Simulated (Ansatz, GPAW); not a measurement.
# Ballistic transport through CN in line between two Al chains, from relaxation to T(E), part 3 of 4

Wanted: T(E) of CN in line between two Al chains at a relaxed geometry in two programs, beside the unrelaxed structure.

GPAW 26.7.0 and Ansatz 0.2.0; Ansatz plane waves; relaxation of the junction with the lead ends held; PAW set soft_1 (the session's first sound run).

So far, open channels of the lead at the Fermi level (one spin): step 3 (plane-wave reference (PBE)) 2.

### 4. Double-zeta polarised basis

Localised orbitals split the wire into layers that couple to their neighbours alone, which is what the Green's function method needs; double zeta with polarisation is the usual level for numbers.

This step: GPAW LCAO, PAW setups; Landauer transmission from Green's functions with principal layers (ASE), zero bias (GPAW 26.7.0).

The input, run.py:

```python
import json
import numpy as np
from ase import Atoms
from ase.transport.calculators import TransportCalculator
from gpaw import GPAW, FermiDirac
from gpaw.lcao.tools import get_lcao_hamiltonian
from scipy.linalg import eigh

# The junction with lead layers at both ends, along the third cell vector
device = Atoms(
    ['Al', 'Al', 'Al', 'Al', 'Al', 'Al', 'Al', 'C', 'N', 'Al', 'Al', 'Al', 'Al', 'Al', 'Al', 'Al'],
    positions=[
        [4.50000, 4.50000, 1.20000],
        [4.50000, 4.50000, 3.60000],
        [4.50000, 4.50000, 6.00000],
        [4.50000, 4.50000, 8.40000],
        [4.50000, 4.50000, 10.80000],
        [3.95804, 4.03429, 13.30153],
        [5.14793, 4.81266, 15.48638],
        [4.49827, 4.42045, 17.37440],
        [4.45038, 4.41384, 18.56651],
        [4.11573, 4.95319, 20.37944],
        [4.85238, 3.65329, 22.61047],
        [4.50000, 4.50000, 25.06670],
        [4.50000, 4.50000, 27.46670],
        [4.50000, 4.50000, 29.86670],
        [4.50000, 4.50000, 32.26670],
        [4.50000, 4.50000, 34.66670]],
    cell=[[9.0, 0.0, 0.0], [0.0, 9.0, 0.0], [0.0, 0.0, 35.8667]],
    pbc=True)

# One principal layer of the lead: the first 4 atoms of the device
lead = Atoms(
    ['Al', 'Al', 'Al', 'Al'],
    positions=[
        [4.50000, 4.50000, 1.20000],
        [4.50000, 4.50000, 3.60000],
        [4.50000, 4.50000, 6.00000],
        [4.50000, 4.50000, 8.40000]],
    cell=[[9.0, 0.0, 0.0], [0.0, 9.0, 0.0], [0.0, 0.0, 9.6]],
    pbc=True)

settings = dict(mode='lcao', basis='dzp', xc='PBE', h=0.18,
                occupations=FermiDirac(0.1), maxiter=250,
                mixer=dict(beta=0.1, nmaxold=8, weight=100.0),
                convergence=dict(density=0.0001))
energies = np.arange(-2, 2 + 1e-9, 0.025)
eta = 0.0001
n1, n2 = 1, 1
# k and -k transmit alike, so half of the mesh across the current serves
mesh = [(i, j) for i in range(n1) for j in range(n2) if (i, j) <= (-i % n1, -j % n2)]
weights = np.array([1 if (i, j) == (-i % n1, -j % n2) else 2 for i, j in mesh]) / (n1 * n2)

# [... helper functions left out ...]
fermi_lead = ground_state(lead, (1, 1, 12), 'lead.txt')
fermi_device = ground_state(device, (1, 1, 2), 'device.txt')
# [... loop over the mesh left out, but for ...]
        # Shift the lead onto the potential of the device's first layer
        shift = ((H[:, 0, 0] - H0[:, 0, 0]) / S0[0, 0]).real.mean()
# [...]
kT = 8.617333e-5 * 300
bias = [0.1, 0.2, 0.5, 1.0, 1.5, 2.0]
# [... integrals and printing left out ...]
```

Run with:

```console
$ OMP_NUM_THREADS=1 OPENBLAS_NUM_THREADS=1 python run.py
```

The log of the run:

```text
basis functions: device 208, principal layer 52
Fermi level: lead -3.1259 eV, device -3.0047 eV; lead shifted by 0.0125 eV
largest coupling past the next layer 2.45e-15 eV, largest misfit of the first layer 0.039 eV
  E-E_F (eV)   T (one spin)  channels
    -2.000    1.2780e-01    1.0000
    -1.975    1.2070e-01    1.0000
    -1.950    1.1325e-01    1.0000
    -1.925    1.0555e-01    1.0000
    -1.900    9.7720e-02    1.0000
    -1.875    8.9871e-02    1.0000
    -1.850    8.2107e-02    1.0000
    -1.825    7.4525e-02    1.0000
    -1.800    6.7206e-02    1.0000
    -1.775    6.0221e-02    1.0000
    -1.750    5.3623e-02    1.0000
    -1.725    4.7452e-02    1.0000
    -1.700    4.1733e-02    1.0000
    -1.675    3.6476e-02    1.0000
    -1.650    3.1681e-02    1.0000
    -1.625    2.7339e-02    1.0000
[...]
1.825    1.4659e+00    3.0000
     1.850    1.4532e+00    3.0000
     1.875    1.4392e+00    3.0000
     1.900    1.4237e+00    3.0000
     1.925    1.4069e+00    3.0000
     1.950    1.3888e+00    3.0000
     1.975    1.3696e+00    3.0000
     2.000    1.3493e+00    3.0000
conductance at 300 K: 0.76498 G0 a cell; thermopower -28.12 uV/K
current from the zero-bias T(E) at 0.1 V: 5.9192 uA
current from the zero-bias T(E) at 0.2 V: 11.795 uA
current from the zero-bias T(E) at 0.5 V: 29.09 uA
current from the zero-bias T(E) at 1.0 V: 58.895 uA
current from the zero-bias T(E) at 1.5 V: 91.625 uA
current from the zero-bias T(E) at 2.0 V: 125.64 uA
```

It took 2.1 min on 1 thread of Arm Neoverse V1, shared host; peak memory 1.7 GiB.

This step gave:

```yaml
conductance: 0.7650 G₀
thermopower: -28.12 μV/K
largest_coupling_past_the_next_principal_layer: 2.45e-15 eV
largest_misfit_of_the_first_principal_layer: 0.03860 eV
shift_that_aligns_the_lead: 0.01248 eV
basis_functions_of_the_junction: 208
basis_functions_of_a_principal_layer: 52
transmission_at_the_fermi_level_one_spin: 0.7686
```

One spin. Table of transmission, zone mean by energy, zero at the Fermi level:

```
energy (eV)  transmission, zone mean
     -2.000                    0.128
     -1.800                   0.0672
     -1.600                   0.0234
     -1.400                  0.00455
     -1.200                  8.5e-11
     -1.000                  1.0e-11
     -0.800                  4.4e-11
     -0.600                  9.0e-11
     -0.400                   2.5e-9
     -0.200                    0.191
      0.000                    0.769
      0.200                     1.28
      0.400                     1.55
      0.600                     1.68
      0.800                     1.77
      0.850                     1.78
      1.000                     1.71
      1.200                     1.60
      1.400                     1.54
      1.600                     1.53
      1.800                     1.48
      2.000                     1.35
```

Crossings of the lead's bands, unfolded to its shortest repeat. Table of open channels, zone mean by energy, zero at the Fermi level:

```
energy (eV)  open channels, zone mean
     -2.000                         1
     -1.900                         1
     -1.800                         1
     -1.700                         1
     -1.600                         1
     -1.500                         1
     -1.400                         1
     -1.300                         1
     -1.200                         0
     -1.100                         0
     -1.000                         0
     -0.900                         0
     -0.800                         0
     -0.700                         0
     -0.600                         0
     -0.500                         0
     -0.400                         0
     -0.300                         2
     -0.200                         2
     -0.100                         2
      0.000                         2
      0.100                         2
      0.200                         2
      0.300                         2
      0.400                         2
      0.500                         2
      0.600                         2
      0.700                         2
      0.800                         2
      0.900                         2
      1.000                         3
      1.100                         3
      1.200                         3
      1.300                         3
      1.400                         3
      1.500                         3
      1.600                         3
      1.700                         3
      1.800                         3
      1.900                         3
      2.000                         3
```

Not self-consistent under bias; the bias window is split evenly. Table of current through one cell, from the zero-bias transmission by bias:

```
bias (V)  current through one cell, from the zero-bias transmission (μA)
   0.100                                                            5.92
   0.200                                                            11.8
   0.500                                                            29.1
   1.000                                                            58.9
   1.500                                                            91.6
   2.000                                                             126
```

Transmission of the three most open eigenchannels against energy, zero at the Fermi level:

```
energy (eV)  channel 1  channel 2  channel 3
     -2.000      0.128          0          0
     -1.900     0.0977          0          0
     -1.800     0.0672          0          0
     -1.700     0.0417          0          0
     -1.600     0.0234          0          0
     -1.500     0.0116          0          0
     -1.400    0.00455          0          0
     -1.300     4.4e-4          0          0
     -1.200    8.5e-11          0          0
     -1.100    1.8e-11          0          0
     -1.000    1.0e-11          0          0
     -0.900    1.2e-11          0          0
     -0.800    4.4e-11          0          0
     -0.700     1.1e-7          0          0
     -0.600    9.0e-11          0          0
     -0.500    5.7e-12          0          0
     -0.400     1.5e-9     1.0e-9          0
     -0.300     0.0284     0.0216          0
     -0.200      0.117     0.0739          0
     -0.100      0.291      0.171          0
      0.000      0.476      0.292          0
      0.100      0.628      0.422          0
      0.200      0.725      0.558          0
      0.300      0.762      0.684          0
      0.400      0.779      0.766          0
      0.500      0.841      0.773          0
      0.600      0.884      0.794          0
      0.700      0.910      0.827    1.2e-12
      0.800      0.917      0.854    5.2e-12
      0.900      0.916      0.856    1.1e-10
      1.000      0.898      0.809     6.4e-4
      1.100      0.876      0.767    0.00193
      1.200      0.855      0.738    0.00376
      1.300      0.833      0.723    0.00625
      1.400      0.812      0.722    0.00945
      1.500      0.786      0.734     0.0132
      1.600      0.762      0.746     0.0170
      1.700      0.783      0.706     0.0202
      1.800      0.802      0.653     0.0222
      1.900      0.806      0.595     0.0227
      2.000      0.787      0.540     0.0218
```

At the Fermi level T is 0.769 against 0.739 in plane waves. Couplings past the next layer reach 2.4e-15 eV, small enough to drop; the matrix elements of the cell's first layer differ from the bulk lead's by up to 0.039 eV. That layer keeps its own values in the calculation, and only beyond it is the lead taken as perfect. The Fermi levels of lead and junction count from different zeros of potential, one for each periodic cell; with both set to zero, the small remaining shift is what aligns them. By hand: G = 0.7650 × 77.48 μS = 59.3 μS, a resistance of 16.9 kΩ; at 0.1 V a linear junction would pass 5.93 μA, and the integral over the bias window gives 5.92 μA. Mott's formula, S = -(π²/3)(k_B²T/e) d ln T/dE, has the prefactor 7.33 μV/K·eV at 300 K; T = 0.6934 at -0.025 eV and 0.8420 at 0.025 eV give a slope of 3.88 per eV and S = -28.5 μV/K, beside -28.1 μV/K from the thermal integral, which interpolates the same grid.

### 5. Single-zeta polarised basis

One radial function a shell plus polarisation makes the matrices smaller; the question is what that costs.

Changes to run.py since step 4:

```diff
@@ -42,3 +42,3 @@
 
-settings = dict(mode='lcao', basis='dzp', xc='PBE', h=0.18,
+settings = dict(mode='lcao', basis='szp(dzp)', xc='PBE', h=0.18,
                 occupations=FermiDirac(0.1), maxiter=250,
```

The log of the run:

```text
basis functions: device 144, principal layer 36
Fermi level: lead -3.5822 eV, device -3.4014 eV; lead shifted by 0.0184 eV
largest coupling past the next layer 1.49e-15 eV, largest misfit of the first layer 0.048 eV
  E-E_F (eV)   T (one spin)  channels
    -2.000    8.9331e-02    1.0000
    -1.975    8.2762e-02    1.0000
    -1.950    7.6217e-02    1.0000
[...]
1.975    1.5783e+00    3.0000
     2.000    1.5573e+00    3.0000
conductance at 300 K: 0.80221 G0 a cell; thermopower -28.46 uV/K
current from the zero-bias T(E) at 0.1 V: 6.2052 uA
current from the zero-bias T(E) at 0.2 V: 12.353 uA
current from the zero-bias T(E) at 0.5 V: 30.378 uA
current from the zero-bias T(E) at 1.0 V: 61.581 uA
current from the zero-bias T(E) at 1.5 V: 95.966 uA
current from the zero-bias T(E) at 2.0 V: 131.43 uA
```

Run time: 2.2 min. Hardware: 1 thread; peak memory 1.7 GiB.

This step gave:

```yaml
conductance: 0.8022 G₀
thermopower: -28.46 μV/K
largest_coupling_past_the_next_principal_layer: 1.49e-15 eV
largest_misfit_of_the_first_principal_layer: 0.04811 eV
shift_that_aligns_the_lead: 0.01837 eV
basis_functions_of_the_junction: 144
basis_functions_of_a_principal_layer: 36
transmission_at_the_fermi_level_one_spin: 0.8067
```

One spin. The transmission, zone mean by energy, zero at the Fermi level:

energy (eV), transmission, zone mean and a bar:
```
   -2.000       0.09 #
   -1.900       0.06 #
   -1.800       0.04 #
   -1.700       0.02 
   -1.600       0.01 
   -1.500       0.01 
   -1.400       0.00 
   -1.300       0.00 
   -1.200       0.00 
   -1.100       0.00 
   -1.000       0.00 
   -0.900       0.00 
   -0.800       0.00 
   -0.700       0.00 
   -0.600       0.00 
   -0.500       0.00 
   -0.400       0.00 
   -0.300       0.04 #
   -0.200       0.18 ###
   -0.100       0.48 ########
    0.000       0.81 #############
    0.100       1.10 ##################
    0.200       1.36 ######################
    0.300       1.53 #########################
    0.400       1.62 ##########################
    0.500       1.69 ###########################
    0.600       1.76 ############################
    0.700       1.83 #############################
    0.775       1.87 ##############################
    0.800       1.86 ##############################
    0.900       1.83 #############################
    1.000       1.79 #############################
    1.100       1.75 ############################
    1.200       1.72 ############################
    1.300       1.71 ###########################
    1.400       1.71 ###########################
    1.500       1.72 ############################
    1.600       1.72 ############################
    1.700       1.72 ############################
    1.800       1.69 ###########################
    1.900       1.63 ##########################
    2.000       1.56 #########################
```

The conductance, 0.802 G₀, lies 4.9 % above that of the dzp run.

### 6. Minimal basis

One function for each valence shell of the setup, as for a first survey of a large system.

Changes to run.py since step 5:

```diff
@@ -42,3 +42,3 @@
 
-settings = dict(mode='lcao', basis='szp(dzp)', xc='PBE', h=0.18,
+settings = dict(mode='lcao', basis='sz(dzp)', xc='PBE', h=0.18,
                 occupations=FermiDirac(0.1), maxiter=250,
```

The log of the run:

```text
basis functions: device 64, principal layer 16
Fermi level: lead -3.8293 eV, device -3.5811 eV; lead shifted by 0.0254 eV
largest coupling past the next layer 9.49e-16 eV, largest misfit of the first layer 0.064 eV
  E-E_F (eV)   T (one spin)  channels
    -2.000    8.5448e-02    1.0000
    -1.975    7.4653e-02    1.0000
    -1.950    6.4256e-02    1.0000
[...]
1.975    1.6057e+00    3.0000
     2.000    1.5885e+00    3.0000
conductance at 300 K: 0.81119 G0 a cell; thermopower -26.94 uV/K
current from the zero-bias T(E) at 0.1 V: 6.2769 uA
current from the zero-bias T(E) at 0.2 V: 12.509 uA
current from the zero-bias T(E) at 0.5 V: 30.873 uA
current from the zero-bias T(E) at 1.0 V: 62.524 uA
current from the zero-bias T(E) at 1.5 V: 97.367 uA
current from the zero-bias T(E) at 2.0 V: 133.43 uA
```

Run time: 71 s. Hardware: 1 thread; peak memory 1.5 GiB.

This step gave:

| Property | Result |
| --- | --- |
| conductance | 0.8112 G₀ |
| thermopower | -26.94 μV/K |
| largest coupling past the next principal layer | 9.49e-16 eV |
| largest misfit of the first principal layer | 0.06350 eV |
| shift that aligns the lead | 0.02537 eV |
| basis functions of the junction | 64 |
| basis functions of a principal layer | 16 |
| transmission at the Fermi level (one spin) | 0.8148 |

The conductance, 0.811 G₀, lies 6.0 % above that of the dzp run.

### 7. LDA in the dzp basis: xc = "LDA"

Back in the dzp basis, the functional changes from PBE to LDA, to set the spread between functionals beside that between bases.

Changes to run.py since step 6:

```diff
@@ -42,3 +42,3 @@
 
-settings = dict(mode='lcao', basis='sz(dzp)', xc='PBE', h=0.18,
+settings = dict(mode='lcao', basis='dzp', xc='LDA', h=0.18,
                 occupations=FermiDirac(0.1), maxiter=250,
```

The log of the run:

```text
basis functions: device 208, principal layer 52
Fermi level: lead -3.2559 eV, device -3.1422 eV; lead shifted by 0.0136 eV
largest coupling past the next layer 1.56e-15 eV, largest misfit of the first layer 0.040 eV
  E-E_F (eV)   T (one spin)  channels
    -2.000    1.3471e-01    1.0000
    -1.975    1.2791e-01    1.0000
    -1.950    1.2064e-01    1.0000
[...]
1.975    1.4263e+00    3.0000
     2.000    1.4040e+00    3.0000
conductance at 300 K: 0.83174 G0 a cell; thermopower -27.5 uV/K
current from the zero-bias T(E) at 0.1 V: 6.4307 uA
current from the zero-bias T(E) at 0.2 V: 12.786 uA
current from the zero-bias T(E) at 0.5 V: 31.171 uA
current from the zero-bias T(E) at 1.0 V: 62.046 uA
current from the zero-bias T(E) at 1.5 V: 95.748 uA
current from the zero-bias T(E) at 2.0 V: 130.83 uA
```

Wall time 1.8 min (1 thread); peak memory 1.7 GiB.

Numbers from this step:

```yaml
conductance: 0.8317 G₀
thermopower: -27.50 μV/K
largest_coupling_past_the_next_principal_layer: 1.56e-15 eV
largest_misfit_of_the_first_principal_layer: 0.04002 eV
shift_that_aligns_the_lead: 0.01362 eV
basis_functions_of_the_junction: 208
basis_functions_of_a_principal_layer: 52
transmission_at_the_fermi_level_one_spin: 0.8375
```

One spin. Transmission, zone mean against energy, zero at the Fermi level:

```
energy (eV)  transmission, zone mean
     -2.000                    0.135
     -1.900                    0.105
     -1.800                   0.0734
     -1.700                   0.0460
     -1.600                   0.0259
     -1.500                   0.0129
     -1.400                  0.00517
     -1.300                   7.1e-4
     -1.200                  1.1e-10
     -1.100                  2.2e-11
     -1.000                  1.2e-11
     -0.900                  1.4e-11
     -0.800                  4.6e-11
     -0.700                   1.7e-8
     -0.600                  1.8e-10
     -0.500                  8.6e-12
     -0.400                   2.4e-9
     -0.300                   0.0514
     -0.200                    0.202
     -0.100                    0.503
      0.000                    0.838
      0.100                     1.13
      0.200                     1.36
      0.300                     1.51
      0.400                     1.60
      0.500                     1.66
      0.600                     1.73
      0.700                     1.79
      0.800                     1.83
      0.850                     1.85
      0.900                     1.82
      1.000                     1.76
      1.100                     1.71
      1.200                     1.67
      1.300                     1.64
      1.400                     1.62
      1.500                     1.61
      1.600                     1.60
      1.700                     1.59
      1.800                     1.55
      1.900                     1.49
      2.000                     1.40
```

The conductance, 0.832 G₀, lies 8.7 % above that of the dzp run.

### 8. The structure as built: geometry = "as built"

The dzp basis with PBE on the structure as first built shows what the relaxation was worth.

Changes to run.py since step 7:

```diff
@@ -17,8 +17,8 @@
         [4.50000, 4.50000, 10.80000],
-        [3.95804, 4.03429, 13.30153],
-        [5.14793, 4.81266, 15.48638],
-        [4.49827, 4.42045, 17.37440],
-        [4.45038, 4.41384, 18.56651],
-        [4.11573, 4.95319, 20.37944],
-        [4.85238, 3.65329, 22.61047],
+        [4.50000, 4.50000, 13.20000],
+        [4.50000, 4.50000, 15.60000],
+        [4.50000, 4.50000, 17.35540],
+        [4.50000, 4.50000, 18.53540],
+        [4.50000, 4.50000, 20.26670],
+        [4.50000, 4.50000, 22.66670],
         [4.50000, 4.50000, 25.06670],
@@ -42,3 +42,3 @@
 
-settings = dict(mode='lcao', basis='dzp', xc='LDA', h=0.18,
+settings = dict(mode='lcao', basis='dzp', xc='PBE', h=0.18,
                 occupations=FermiDirac(0.1), maxiter=250,
```

The log of the run:

```text
basis functions: device 208, principal layer 52
Fermi level: lead -3.1259 eV, device -3.0850 eV; lead shifted by -0.0044 eV
largest coupling past the next layer 2.45e-15 eV, largest misfit of the first layer 0.009 eV
  E-E_F (eV)   T (one spin)  channels
    -2.000    8.6472e-03    1.0000
    -1.975    8.3679e-03    1.0000
    -1.950    8.0866e-03    1.0000
[...]
1.975    1.6849e+00    3.0000
     2.000    1.6817e+00    3.0000
conductance at 300 K: 1.9746 G0 a cell; thermopower 0.2852 uV/K
current from the zero-bias T(E) at 0.1 V: 15.298 uA
current from the zero-bias T(E) at 0.2 V: 30.586 uA
current from the zero-bias T(E) at 0.5 V: 76.275 uA
current from the zero-bias T(E) at 1.0 V: 133.37 uA
current from the zero-bias T(E) at 1.5 V: 169.2 uA
current from the zero-bias T(E) at 2.0 V: 204.93 uA
```

Run time: 2.2 min. Hardware: 1 thread; peak memory 1.7 GiB.

This step gave:

```
conductance                                    : 1.975 G₀
largest coupling past the next principal layer : 2.45e-15 eV
largest misfit of the first principal layer    : 0.008902 eV
shift that aligns the lead                     : -0.004414 eV
transmission at the Fermi level (one spin)     : 1.975
```

The conductance, 1.97 G₀, lies 158 % above that of the dzp run.

(Continued in part 4 of 4.)

[Logs are printed without paths, hosts, clocks, repeated set-up lines and the standing remarks that a program may print on its own settings, such as how far it seeks lower states.]

[Hosts, paths, dates, database ids (printed as entryN), source tags and the programs' standing remarks are cut or masked in the printed files.]
